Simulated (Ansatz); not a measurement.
# HfC (database structure): how the settings move a relaxation, part 1 of 2

How sensitive is a relaxation of HfC (database structure) to its settings? A reference run comes first, then four runs with altered input.

Method: reference: DFT PBE, plane waves, PAW, scalar-relativistic, no spin polarisation, in Ansatz 0.2.0.

## Step 1: Starting point

Symmetry: Fm-3m, No. 225, cubic system. The conventional cell has a = 4.466 Å, b = 4.466 Å, c = 4.466 Å, α = 90.00°, β = 90.00°, γ = 90.00°. Around Hf (site symmetry m-3m) lie 6 C at 2.23 Å. Around C (site symmetry m-3m) lie 6 Hf at 2.23 Å.

As a file:

```cif
data_structure
_symmetry_space_group_name_H-M 'Fm-3m'
_symmetry_Int_Tables_number 225
_cell_length_a 4.4659
_cell_length_b 4.4659
_cell_length_c 4.4659
_cell_angle_alpha 90.000
_cell_angle_beta 90.000
_cell_angle_gamma 90.000
_cell_volume 89.07
loop_
_atom_site_label
_atom_site_type_symbol
_atom_site_symmetry_multiplicity
_atom_site_Wyckoff_symbol
_atom_site_fract_x
_atom_site_fract_y
_atom_site_fract_z
_atom_site_occupancy
Hf1 Hf 4 a 0.00000 0.00000 0.00000 1
C1 C 4 b 0.50000 0.00000 0.00000 1
```

## Step 2: The reference run

input.yaml reads:

```yaml
crystal:
  lattice:
    - [0.0, 2.232945, 2.232945]
    - [2.232945, 0.0, 2.232945]
    - [2.232945, 2.232945, 0.0]
  atoms:
    - { symbol: Hf, position: [0.0, 0.0, 0.0] }
    - { symbol: C, position: [0.5, 0.5, 0.5] }
  symmetry: { tolerance: 0.0003 }
kpoints:
  mp_grid: { grid: [7, 7, 7], shift: [0, 0, 0] }
magnetization:
  spin_polarized: false
scf:
  occupations: { method: fermi_dirac, width: 0.0279 }
hamiltonian:
  pseudopotentials: { kind: paw }
  xc: pbe
basis:
  ecutwfc: 420
output:
  forces: true
  stress: true
  eigenvalues: true
relax:
  max_steps: 40
  cell: {}
```

Started as:

```sh
$ ansatz run input.yaml --threads 1 --pin off --max-ram 2560MiB --backend cpu --events-out ev --progress --plain --runs-dir out
```

Standard output, shortened:

```text
Warning: RAYON_NUM_THREADS=1 ignored (pool sized by the plan → 1); use --threads N
[...]
Pseudopotentials: kind: paw
Pseudopotential: Hf, paw, valence charge 26, recommended cutoff 420 eV (normal), Hf.paw.azcp
Pseudopotential: C, paw, valence charge 4, recommended cutoff 420 eV (normal), C.paw.azcp
Functional definition: PBE
[...]
Crystal: 2 atoms, lattice volume = 22.267 Å³
Basis set: ecut = 420 eV, 411 PW (Γ), exchange–correlation on 48×48×48 points (8 copies of the dense FFT grid, shifted against one another)
Bands: 19, of which v1, the nominal top of the filled ones, is band 15 counted from 1 (14 counted from 0)
Symmetry: 48 space group operations
Space group: Fm-3m (ITA 225), of the structure as read, at distance tolerance 8.4e-4 Å
[...]
  k-point 0: bands = ["-41.0372", "-9.4920", "-9.4920", "-9.4920", "7.7801", "9.0000", "9.0091", "9.0091", "9.0091", "9.0892", "9.0892", "9.0892", "21.1481", "21.1481", "21.1481", "21.4602", "21.4602", "21.4602", "23.4569"]
[...]
--- Relaxed structure (5 steps of the walk, 5 accepted, 2 SCFs on fresh bases) ---
  F+E_penalty+E_count = -15974.13387753 eV   max|allowed force component| = 3.517e-30 eV/Å   (the final SCF, on the basis selected at the relaxed cell)
  cell:  # Å, volume = 25.1695 Å³
    - [3.72917540657546e-33, 2.326026958125957, 2.326026958125957]
    - [2.326026958125957, -1.5970806715607113e-33, 2.326026958125957]
    - [2.326026958125957, 2.326026958125957, 1.963310536425082e-33]
  atoms:
    - { symbol: Hf, position: [8.535222202668039e-36, -6.064499986106927e-36, -8.310611092072077e-36] }
    - { symbol: C, position: [0.5, 0.5, 0.5] }
```

Wall time 5.3 s (1 thread of Intel Xeon Platinum 8375C at 2.90GHz (Ice Lake), shared host); peak memory 0.36 GiB.

## Step 3: Changed: mp_grid.grid [5, 5, 5], scf.algorithm direct_min

Edit input.yaml of step 2 so:

```diff
@@ -10,3 +10,3 @@
 kpoints:
-  mp_grid: { grid: [7, 7, 7], shift: [0, 0, 0] }
+  mp_grid: { grid: [5, 5, 5], shift: [0, 0, 0] }
 magnetization:
@@ -15,2 +15,3 @@
   occupations: { method: fermi_dirac, width: 0.0279 }
+  algorithm: direct_min
 hamiltonian:
@@ -24,2 +25,6 @@
   eigenvalues: true
+  write_density: true
+  write_potential: true
+  elf: true
+  volumetric_format: npy
 relax:
```

Started as:

```sh
$ ansatz run input.yaml --threads 1 --pin off --max-ram 2560MiB --backend cpu --events-out ev --progress --plain --runs-dir out
```

Standard output:

```text
Warning: RAYON_NUM_THREADS=1 ignored (pool sized by the plan → 1); use --threads N
The last accepted step is kept in <dir> (removed where the run ends without a failure and the disk answers)
Engine: ansatz 0.2.0, x86_64-unknown-linux-gnu
[... 4 set-up lines as earlier in the session ...]
  parameter kappa = 0.804
  parameter beta = 0.06672455060314922
  exchange = pbe_x(kappa = kappa, mu = beta*pi^2/3)
  correlation = pbe_c(beta = beta)
Crystal: 2 atoms, lattice volume = 22.267 Å³
Basis set: ecut = 420 eV, 411 PW (Γ), exchange–correlation on 48×48×48 points (8 copies of the dense FFT grid, shifted against one another)
Bands: 19, of which v1, the nominal top of the filled ones, is band 15 counted from 1 (14 counted from 0)
[... 2 set-up lines as earlier in the session ...]
k-points: 10 of 125
Non-local potential: Hf, projectors of the file, l = 0: 3, l = 1: 2, l = 2: 2, l = 3: 3
Non-local potential: C, projectors of the file, l = 0: 2, l = 1: 2, l = 2: 1
PAW form: soft (Blöchl's): semilocal exchange-correlation on the pseudo side does not see the compensation charge
PAW one-centre angular grid: Hf, 590 points (default); XC on 64 Gauss nodes
PAW one-centre angular grid: C, 110 points (default); XC on 64 Gauss nodes
Initial density: superposition of atomic densities (neutral atoms: chi_scale 0, normalization atom), corrected by the library's trained network
Initial wavefunctions: pseudopotential atomic-orbital guess
Functional: x = pbe(κ = 0.804, μ = 0.2195149727645171), c = pbe(β = 0.06672455060314922)
SCF iter   1: F=—  HF=-15973.795932 eV  |F-HF|=—  |Δ(HF+E_count)|=         —  Δρ=2.68e-3  dr2=1.93e-3  ethr=1.77e-3  ⟨swp⟩=5.2  Hψ=723  notcnv=0
preconditioner: auto → none  [insulator: Δε(μ)=0.180 eV  Ē_g=18.508 eV  σ=0.028 eV  W_gap=0.74  n_scr=14 (ndim 8)  ℏωp=41.6 eV  f_vac=0.000  D(μ)=1.32/eV (n_scr^D=14)  ε∞_Penn≈6.1]
SCF iter   2: F=—  HF=-15973.795986 eV  |F-HF|=—  |Δ(HF+E_count)|=   5.40e-5  Δρ=1.19e-3  dr2=3.37e-4  ethr=6.43e-6  ⟨swp⟩=4.0  Hψ=502  notcnv=0
iter 3 solved again at ethr=1.26e-8 eV; its pass at ethr=1.12e-6 eV (dr2=3.77e-6 eV) is discarded
SCF iter   3: F=—  HF=-15973.795913 eV  |F-HF|=—  |Δ(HF+E_count)|=   7.32e-5  Δρ=1.78e-4  dr2=4.43e-6  ethr=1.26e-8  ⟨swp⟩=4.1  Hψ=892  notcnv=0
SCF iter   4: F=—  HF=-15973.795903 eV  |F-HF|=—  |Δ(HF+E_count)|=   1.02e-5  Δρ=6.37e-5  dr2=8.77e-7  ethr=1.26e-8  ⟨swp⟩=3.1  Hψ=476  notcnv=0
SCF iter   5: F=-15973.795902 eV  HF=-15973.795902 eV  |F-HF|=7.16e-8  |Δ(HF+E_count)|=   2.54e-7  Δρ=8.22e-6  dr2=1.25e-8  ethr=2.92e-9  ⟨swp⟩=2.8  Hψ=366  notcnv=0
SCF 1 converged in 5 iterations: F = -15973.795902 eV  dr2 = 1.25e-8
  Residual-converged pass: ⟨swp⟩=6.6  Hψ=937  notcnv=0  max |occ|·‖R‖ = 7.0e-9 eV (tolerance 1.0e-8 eV)  dr2=1.36e-8  dr2_onsite=6.96e-8  max |Δocc| = 4.7e-10
relax step   1: F+E_penalty+E_count = -15973.79590236 eV  Δ(F+E_penalty+E_count) = +0.000e0 eV  max|allowed force component| = 6.810e-29 eV/Å  Δτ_max = 0.0000 Å  P = +35.414 GPa  Ω = 22.267 Å³  (5 SCF iters, dr2 threshold 1.00e-7 eV, accepted)
Crystal: 2 atoms, lattice volume = 25.685 Å³
Basis set: ecut = 420 eV, 531 PW (Γ), exchange–correlation on 48×48×48 points (8 copies of the dense FFT grid, shifted against one another)
Initial density: handed on by an earlier stage of this run
Initial wavefunctions: those handed on with the density
iter 1 solved again at ethr=3.12e-4 eV; its pass at ethr=1.00e-1 eV (dr2=9.37e-2 eV) is discarded
SCF iter   1: F=—  HF=-15974.098684 eV  |F-HF|=—  |Δ(HF+E_count)|=         —  Δρ=1.91e-2  dr2=1.10e-1  ethr=3.12e-4  ⟨swp⟩=4.8  Hψ=1090  notcnv=0
preconditioner: auto → Kerker (q_TF=auto, 2.800 Å⁻¹)  [metal: Δε(μ)=0.011 eV  Ē_g=18.211 eV  σ=0.028 eV  W_gap=0.10  n_scr=14 (ndim 8)  ℏωp=38.8 eV  f_vac=0.000  D(μ)=2.59/eV (n_scr^D=26)]
SCF iter   2: F=—  HF=-15974.104110 eV  |F-HF|=—  |Δ(HF+E_count)|=   5.43e-3  Δρ=1.75e-2  dr2=1.01e-1  ethr=3.12e-4  ⟨swp⟩=4.0  Hψ=500  notcnv=0
preconditioner: auto → none  [insulator: Δε(μ)=0.389 eV  Ē_g=17.982 eV  σ=0.028 eV  W_gap=0.77  n_scr=14 (ndim 8)  ℏωp=38.8 eV  f_vac=0.000  D(μ)=1.35/eV (n_scr^D=14)  ε∞_Penn≈5.6]
iter 3 solved again at ethr=3.74e-6 eV; its pass at ethr=3.12e-4 eV (dr2=1.12e-3 eV) is discarded
SCF iter   3: F=—  HF=-15974.078069 eV  |F-HF|=—  |Δ(HF+E_count)|=   2.60e-2  Δρ=1.88e-3  dr2=1.04e-3  ethr=3.74e-6  ⟨swp⟩=3.4  Hψ=802  notcnv=0
SCF iter   4: F=—  HF=-15974.077749 eV  |F-HF|=—  |Δ(HF+E_count)|=   3.20e-4  Δρ=1.48e-4  dr2=4.46e-6  ethr=3.47e-6  ⟨swp⟩=2.0  Hψ=345  notcnv=0
SCF iter   5: F=-15974.077748 eV  HF=-15974.077748 eV  |F-HF|=3.76e-8  |Δ(HF+E_count)|=   7.58e-7  Δρ=1.08e-5  dr2=1.18e-8  ethr=1.49e-8  ⟨swp⟩=4.2  Hψ=432  notcnv=0
SCF 2 converged in 5 iterations: F = -15974.077748 eV  dr2 = 1.18e-8
  Residual-converged pass: ⟨swp⟩=6.9  Hψ=998  notcnv=0  max |occ|·‖R‖ = 9.7e-9 eV (tolerance 1.0e-8 eV)  dr2=1.90e-8  dr2_onsite=4.66e-8  max |Δocc| = 2.3e-10
relax step   2: F+E_penalty+E_count = -15974.07774807 eV  Δ(F+E_penalty+E_count) = -2.818e-1 eV  max|allowed force component| = 3.668e-29 eV/Å  Δτ_max = 0.0000 Å  P = -4.363 GPa  Ω = 25.685 Å³  energy of the carried Pulay correction = -6.639e-3 eV  (5 SCF iters, dr2 threshold 2.00e-7 eV, accepted)
Crystal: 2 atoms, lattice volume = 25.260 Å³
iter 1 solved again at ethr=5.38e-6 eV; its pass at ethr=1.00e-1 eV (dr2=1.61e-3 eV) is discarded
SCF iter   1: F=—  HF=-15974.085532 eV  |F-HF|=—  |Δ(HF+E_count)|=         —  Δρ=2.47e-3  dr2=1.91e-3  ethr=5.38e-6  ⟨swp⟩=4.4  Hψ=1083  notcnv=0
preconditioner: auto → none  [insulator: Δε(μ)=0.164 eV  Ē_g=18.142 eV  σ=0.028 eV  W_gap=0.74  n_scr=14 (ndim 8)  ℏωp=39.1 eV  f_vac=0.000  D(μ)=1.34/eV (n_scr^D=14)  ε∞_Penn≈5.6]
SCF iter   2: F=—  HF=-15974.085171 eV  |F-HF|=—  |Δ(HF+E_count)|=   3.61e-4  Δρ=1.16e-3  dr2=3.56e-4  ethr=5.38e-6  ⟨swp⟩=3.6  Hψ=409  notcnv=0
iter 3 solved again at ethr=2.55e-9 eV; its pass at ethr=1.19e-6 eV (dr2=7.64e-7 eV) is discarded
SCF iter   3: F=—  HF=-15974.085085 eV  |F-HF|=—  |Δ(HF+E_count)|=   8.60e-5  Δρ=5.52e-5  dr2=8.61e-7  ethr=2.55e-9  ⟨swp⟩=3.8  Hψ=819  notcnv=0
SCF iter   4: F=-15974.085084 eV  HF=-15974.085084 eV  |F-HF|=6.86e-10  |Δ(HF+E_count)|=   2.59e-7  Δρ=1.58e-6  dr2=6.20e-10  ethr=2.55e-9  ⟨swp⟩=2.0  Hψ=339  notcnv=0
SCF 3 converged in 4 iterations: F = -15974.085084 eV  dr2 = 6.20e-10
  Residual-converged pass: ⟨swp⟩=6.0  Hψ=832  notcnv=0  max |occ|·‖R‖ = 9.8e-9 eV (tolerance 1.0e-8 eV)  dr2=9.44e-10  dr2_onsite=8.71e-11  max |Δocc| = 6.9e-12
relax step   3: F+E_penalty+E_count = -15974.08508437 eV  Δ(F+E_penalty+E_count) = -7.336e-3 eV  max|allowed force component| = 2.327e-29 eV/Å  Δτ_max = 0.0000 Å  P = -0.537 GPa  Ω = 25.260 Å³  energy of the carried Pulay correction = -5.865e-3 eV  (4 SCF iters, dr2 threshold 2.00e-7 eV, accepted)
Crystal: 2 atoms, lattice volume = 25.201 Å³
iter 1 solved again at ethr=1.21e-6 eV; its pass at ethr=1.00e-1 eV (dr2=3.64e-4 eV) is discarded
SCF iter   1: F=—  HF=-15974.085296 eV  |F-HF|=—  |Δ(HF+E_count)|=         —  Δρ=3.35e-4  dr2=3.49e-5  ethr=1.21e-6  ⟨swp⟩=4.0  Hψ=874  notcnv=0
preconditioner: auto → none  [insulator: Δε(μ)=0.136 eV  Ē_g=18.158 eV  σ=0.028 eV  W_gap=0.72  n_scr=14 (ndim 8)  ℏωp=39.1 eV  f_vac=0.000  D(μ)=1.41/eV (n_scr^D=14)  ε∞_Penn≈5.6]
SCF iter   2: F=—  HF=-15974.085290 eV  |F-HF|=—  |Δ(HF+E_count)|=   6.13e-6  Δρ=1.69e-4  dr2=7.95e-6  ethr=1.16e-7  ⟨swp⟩=3.5  Hψ=384  notcnv=0
iter 3 solved again at ethr=2.33e-12 eV; its pass at ethr=2.65e-8 eV (dr2=6.99e-10 eV) is discarded
SCF iter   3: F=-15974.085288 eV  HF=-15974.085288 eV  |F-HF|=2.76e-9  |Δ(HF+E_count)|=   1.93e-6  Δρ=2.62e-6  dr2=8.19e-10  ethr=2.33e-12  ⟨swp⟩=5.1  Hψ=1036  notcnv=0
SCF 4 converged in 3 iterations: F = -15974.085288 eV  dr2 = 8.19e-10
  Residual-converged pass: ⟨swp⟩=4.7  Hψ=597  notcnv=0  max |occ|·‖R‖ = 9.6e-9 eV (tolerance 1.0e-8 eV)  dr2=8.18e-10  dr2_onsite=6.06e-9  max |Δocc| = 8.3e-13
relax step   4: F+E_penalty+E_count = -15974.08528810 eV  Δ(F+E_penalty+E_count) = -2.037e-4 eV  max|allowed force component| = 1.479e-29 eV/Å  Δτ_max = 0.0000 Å  P = +0.012 GPa  Ω = 25.201 Å³  energy of the carried Pulay correction = -5.758e-3 eV  (3 SCF iters, dr2 threshold 2.00e-7 eV, accepted)
Initial wavefunctions: pseudopotential atomic-orbital guess (no wavefunctions were taken with the density)
iter 1 solved again at ethr=5.89e-6 eV; its pass at ethr=1.00e-1 eV (dr2=1.77e-3 eV) is discarded
SCF iter   1: F=—  HF=-15974.094027 eV  |F-HF|=—  |Δ(HF+E_count)|=         —  Δρ=6.49e-4  dr2=2.28e-5  ethr=5.89e-6  ⟨swp⟩=7.8  Hψ=1389  notcnv=0
preconditioner: auto → none  [insulator: Δε(μ)=0.134 eV  Ē_g=18.158 eV  σ=0.028 eV  W_gap=0.72  n_scr=14 (ndim 8)  ℏωp=39.1 eV  f_vac=0.000  D(μ)=1.42/eV (n_scr^D=14)  ε∞_Penn≈5.6]
SCF iter   2: F=—  HF=-15974.094066 eV  |F-HF|=—  |Δ(HF+E_count)|=   3.90e-5  Δρ=1.90e-4  dr2=6.55e-6  ethr=7.60e-8  ⟨swp⟩=4.1  Hψ=565  notcnv=0
iter 3 solved again at ethr=1.20e-9 eV; its pass at ethr=2.18e-8 eV (dr2=3.60e-7 eV) is discarded
SCF iter   3: F=—  HF=-15974.094057 eV  |F-HF|=—  |Δ(HF+E_count)|=   9.52e-6  Δρ=3.61e-5  dr2=3.61e-7  ethr=1.20e-9  ⟨swp⟩=3.2  Hψ=753  notcnv=0
SCF iter   4: F=—  HF=-15974.094057 eV  |F-HF|=—  |Δ(HF+E_count)|=   1.34e-7  Δρ=3.21e-6  dr2=2.78e-9  ethr=1.20e-9  ⟨swp⟩=2.6  Hψ=346  notcnv=0
SCF iter   5: F=—  HF=-15974.094057 eV  |F-HF|=—  |Δ(HF+E_count)|=  1.51e-10  Δρ=2.69e-7  dr2=1.17e-11  ethr=9.26e-12  ⟨swp⟩=3.7  Hψ=445  notcnv=0
SCF iter   6: F=-15974.094057 eV  HF=-15974.094057 eV  |F-HF|=1.46e-11  |Δ(HF+E_count)|=  1.27e-11  Δρ=1.90e-7  dr2=6.29e-12  ethr=1.00e-12  ⟨swp⟩=3.1  Hψ=388  notcnv=0
SCF 5 converged in 6 iterations: F = -15974.094057 eV  dr2 = 6.29e-12
  Residual-converged pass: ⟨swp⟩=5.6  Hψ=751  notcnv=0  max |occ|·‖R‖ = 8.3e-9 eV (tolerance 1.0e-8 eV)  dr2=6.82e-12  dr2_onsite=1.68e-11  max |Δocc| = 2.8e-12
relax step   5: F+E_penalty+E_count = -15974.09405668 eV  Δ(F+E_penalty+E_count) = -8.769e-3 eV  max|allowed force component| = 3.484e-29 eV/Å  Δτ_max = 0.0000 Å  P = +0.340 GPa  Ω = 25.201 Å³  stress off target by 3.40e-1 GPa  SCF on the basis re-selected at this cell (its energy is not comparable with the rows above)  (6 SCF iters)
basis re-selected at this cell: Δ(F+E_penalty+E_count) = -8.769e-3 eV, ΔP = +0.328 GPa vs the last step (what re-selecting the basis moved, of the pressure what is left beyond the Pulay correction that the steps carried, after the strain that the cell walked since its last selection, with what the two solves' SCF thresholds leave and, on support functions, any second-order correction that the steps lacked; it is no measure of the basis error at this ecutwfc). This SCF's stress stands 3.40e-1 GPa from its target on what of the cell is left free (relax.cell.stress_tol is 5.00e-2 GPa) and its largest allowed force component is 3.48e-29 eV/Å (relax.f_tol is 1.00e-2 eV/Å): not within both, so this SCF does not close the relaxation
Crystal: 2 atoms, lattice volume = 25.238 Å³
iter 1 solved again at ethr=8.00e-7 eV; its pass at ethr=1.00e-1 eV (dr2=2.40e-4 eV) is discarded
SCF iter   1: F=—  HF=-15974.094045 eV  |F-HF|=—  |Δ(HF+E_count)|=         —  Δρ=2.03e-4  dr2=1.28e-5  ethr=8.00e-7  ⟨swp⟩=4.0  Hψ=838  notcnv=0
preconditioner: auto → none  [insulator: Δε(μ)=0.133 eV  Ē_g=18.159 eV  σ=0.028 eV  W_gap=0.72  n_scr=14 (ndim 8)  ℏωp=39.1 eV  f_vac=0.000  D(μ)=1.42/eV (n_scr^D=14)  ε∞_Penn≈5.6]
SCF iter   2: F=—  HF=-15974.094043 eV  |F-HF|=—  |Δ(HF+E_count)|=   2.21e-6  Δρ=1.04e-4  dr2=3.05e-6  ethr=4.27e-8  ⟨swp⟩=3.5  Hψ=384  notcnv=0
iter 3 solved again at ethr=1.00e-12 eV; its pass at ethr=1.02e-8 eV (dr2=1.74e-10 eV) is discarded
SCF iter   3: F=-15974.094042 eV  HF=-15974.094042 eV  |F-HF|=1.37e-9  |Δ(HF+E_count)|=   7.60e-7  Δρ=1.34e-6  dr2=2.01e-10  ethr=1.00e-12  ⟨swp⟩=5.4  Hψ=1056  notcnv=0
SCF 6 converged in 3 iterations: F = -15974.094042 eV  dr2 = 2.01e-10
  Residual-converged pass: ⟨swp⟩=4.1  Hψ=533  notcnv=0  max |occ|·‖R‖ = 9.3e-9 eV (tolerance 1.0e-8 eV)  dr2=2.01e-10  dr2_onsite=2.51e-9  max |Δocc| = 1.5e-13
relax step   6: F+E_penalty+E_count = -15974.09404226 eV  Δ(F+E_penalty+E_count) = +1.443e-5 eV  max|allowed force component| = 3.681e-29 eV/Å  Δτ_max = 0.0000 Å  P = +0.004 GPa  Ω = 25.238 Å³  energy of the carried Pulay correction = -5.329e-5 eV  (3 SCF iters, dr2 threshold 2.00e-7 eV, accepted)
iter 1 solved again at ethr=5.31e-6 eV; its pass at ethr=1.00e-1 eV (dr2=1.59e-3 eV) is discarded
SCF iter   1: F=—  HF=-15974.094040 eV  |F-HF|=—  |Δ(HF+E_count)|=         —  Δρ=1.53e-5  dr2=7.50e-8  ethr=5.31e-6  ⟨swp⟩=8.0  Hψ=1399  notcnv=0
eigensolver tolerance schedule: the retry pair's looser diagonalisation over-reported the residual by 21232.40 of it (diagonalisation noise at an unbounded share of the residual, at the tolerance the schedule requests for it); recorded, not acted on — ethr = c·dr2/N_el stays at c = 1.0e-1
preconditioner: auto → none  [insulator: Δε(μ)=0.135 eV  Ē_g=18.158 eV  σ=0.028 eV  W_gap=0.72  n_scr=14 (ndim 8)  ℏωp=39.1 eV  f_vac=0.000  D(μ)=1.41/eV (n_scr^D=14)  ε∞_Penn≈5.6]
SCF iter   2: F=—  HF=-15974.094042 eV  |F-HF|=—  |Δ(HF+E_count)|=   1.93e-6  Δρ=2.40e-5  dr2=1.91e-7  ethr=2.50e-10  ⟨swp⟩=6.1  Hψ=702  notcnv=0
SCF iter   3: F=—  HF=-15974.094042 eV  |F-HF|=—  |Δ(HF+E_count)|=   6.44e-8  Δρ=9.04e-6  dr2=1.51e-8  ethr=2.50e-10  ⟨swp⟩=4.0  Hψ=555  notcnv=0
SCF iter   4: F=—  HF=-15974.094042 eV  |F-HF|=—  |Δ(HF+E_count)|=   1.56e-8  Δρ=3.83e-6  dr2=4.77e-9  ethr=5.02e-11  ⟨swp⟩=3.1  Hψ=378  notcnv=0
iter 5 solved again at ethr=1.00e-12 eV; its pass at ethr=1.59e-11 eV (dr2=9.48e-11 eV) is discarded
SCF iter   5: F=—  HF=-15974.094042 eV  |F-HF|=—  |Δ(HF+E_count)|=   1.12e-9  Δρ=5.02e-7  dr2=9.76e-11  ethr=1.00e-12  ⟨swp⟩=2.9  Hψ=693  notcnv=0
SCF iter   6: F=-15974.094042 eV  HF=-15974.094042 eV  |F-HF|=7.28e-12  |Δ(HF+E_count)|=  3.82e-11  Δρ=9.32e-8  dr2=1.87e-12  ethr=1.00e-12  ⟨swp⟩=2.0  Hψ=339  notcnv=0
SCF 7 converged in 6 iterations: F = -15974.094042 eV  dr2 = 1.87e-12
  Residual-converged pass: ⟨swp⟩=5.2  Hψ=718  notcnv=0  max |occ|·‖R‖ = 9.7e-9 eV (tolerance 1.0e-8 eV)  dr2=3.44e-12  dr2_onsite=7.72e-12  max |Δocc| = 7.1e-14
relax step   7: F+E_penalty+E_count = -15974.09404226 eV  Δ(F+E_penalty+E_count) = -7.785e-10 eV  max|allowed force component| = 2.774e-29 eV/Å  Δτ_max = 0.0000 Å  P = +0.006 GPa  Ω = 25.238 Å³  stress off target by 5.73e-3 GPa  SCF on the basis re-selected at this cell (its energy is not comparable with the rows above)  (6 SCF iters)
basis re-selected at this cell: Δ(F+E_penalty+E_count) = -7.785e-10 eV, ΔP = +0.002 GPa vs the last step (what re-selecting the basis moved, of the pressure what is left beyond the Pulay correction that the steps carried, after the strain that the cell walked since its last selection, with what the two solves' SCF thresholds leave and, on support functions, any second-order correction that the steps lacked; it is no measure of the basis error at this ecutwfc). This SCF's stress stands 5.73e-3 GPa from its target on what of the cell is left free (relax.cell.stress_tol is 5.00e-2 GPa) and its largest allowed force component is 2.77e-29 eV/Å (relax.f_tol is 1.00e-2 eV/Å): within both
SCF converged after 6 iterations
Stability not checked: this state was not tested for a lower state beside it, because a direct minimisation reached the state, and no test of it is asked (direct_minimisation; see scf.lower_state_search)
Free energy (F): -15974.094042 eV
Harris-Foulkes:  -15974.094042 eV  (|F-HF|=7.28e-12)
Internal energy: -15974.090598 eV  (E = F + TS)
E sigma→0 (E₀):  -15974.092320 eV
Entropy (-TS):   -0.003444 eV (-1.722 meV/atom)
Fermi energy:    19.894022 eV
--- Per-component energies (eV) ---
  E_band       = 108.687325
  E_kinetic    = 511.258629
  E_local      = -4997.810264  (includes V_loc(G=0)·N_el)
  E_nonlocal   = -1217.022641
  E_hartree    = 2361.351631
  E_xc         = -348.854127
  E_vxc        = -326.864008  (∫ρ·V_xc dr)
  E_paw        = -7026.638581  (= ΣΔE_a)
  E_vpaw       = 1416.422466  (= ΣTr[D̂ρ^β])
  E_aug_tail   = 0.000006  (compensation charges beyond the density's cutoff)
  E_ewald      = -5256.375251
  E_smearing   = -0.003444  (= −TS)
  E_closure    = -0.000000  (closes the sum)
  Σ components = -15974.094042   (vs F -15974.094042, Δ=0.00e0)
--- Forces (eV/Å), atoms counted from 1 ---
  atom   1  Hf     0.00000000    -0.00000000     0.00000000
  atom   2  C      0.00000000    -0.00000000    -0.00000000
  max |Σ_I F_I| component: 6.23e-29 eV/Å
--- Stress (GPa, compression-positive) ---
        0.005734      -0.000000      -0.000000
       -0.000000       0.005734      -0.000000
        0.000000       0.000000       0.005734
  P = ⅓ Tr σ = 0.0057 GPa (0.057 kbar)
--- Band table (eV; the first three rows and the last of 10) ---
  k-point 0: bands = ["-41.1210", "-9.5756", "-9.5756", "-9.5756", "7.7550", "8.9172", "8.9278", "8.9278", "8.9278", "9.0062", "9.0062", "9.0062", "21.1206", "21.1206", "21.1206", "21.3945", "21.3945", "21.3945", "23.3855"]
  k-point 1: bands = ["-41.1074", "-9.8156", "-9.5991", "-9.5991", "8.5872", "8.9307", "8.9485", "8.9485", "8.9879", "8.9879", "9.0071", "9.0333", "17.9343", "18.8483", "18.8483", "22.5479", "22.5479", "22.7434", "26.4786"]
  k-point 2: bands = ["-41.0853", "-10.1809", "-9.6368", "-9.6368", "8.8294", "8.9547", "8.9547", "8.9561", "8.9908", "8.9908", "9.0084", "10.9276", "14.7054", "17.2624", "17.2624", "24.5108", "24.7433", "24.7433", "28.0747"]
  k-point 9: bands = ["-41.0716", "-10.0572", "-9.9031", "-9.7605", "8.8918", "8.9466", "8.9579", "8.9666", "8.9683", "8.9825", "8.9913", "10.5156", "16.2175", "17.4510", "17.7807", "22.7318", "24.7776", "26.4953", "26.9796"]
--- Relaxed structure (5 steps of the walk, 5 accepted, 2 SCFs on fresh bases) ---
  F+E_penalty+E_count = -15974.09404226 eV   max|allowed force component| = 2.774e-29 eV/Å   (the final SCF, on the basis selected at the relaxed cell)
  cell:  # Å, volume = 25.2377 Å³
    - [-3.821529024671692e-33, 2.3281250882341293, 2.3281250882341293]
    - [2.3281250882341293, 6.114446439474705e-34, 2.3281250882341293]
    - [2.3281250882341293, 2.3281250882341293, -1.9871950928292798e-33]
  atoms:
    - { symbol: Hf, position: [1.078133330856396e-35, -8.085999981405154e-36, -1.6171999962878343e-35] }
    - { symbol: C, position: [0.5, 0.5, 0.5] }
```

It took 5.4 s on 1 thread of Intel Xeon Platinum 8375C at 2.90GHz (Ice Lake), shared host; peak memory 0.35 GiB.

Changing the k-point mesh and solver moves the energy by +19.9 meV/atom, and the final volume goes from 25.17 to 25.24 Å³. The energy is not variational in the mesh, so the sign tells nothing. Of the settings changed, the mesh is the one that moves energies this far. These settings are too coarse to quote as the system's properties.

(Continued in part 2 of 2.)
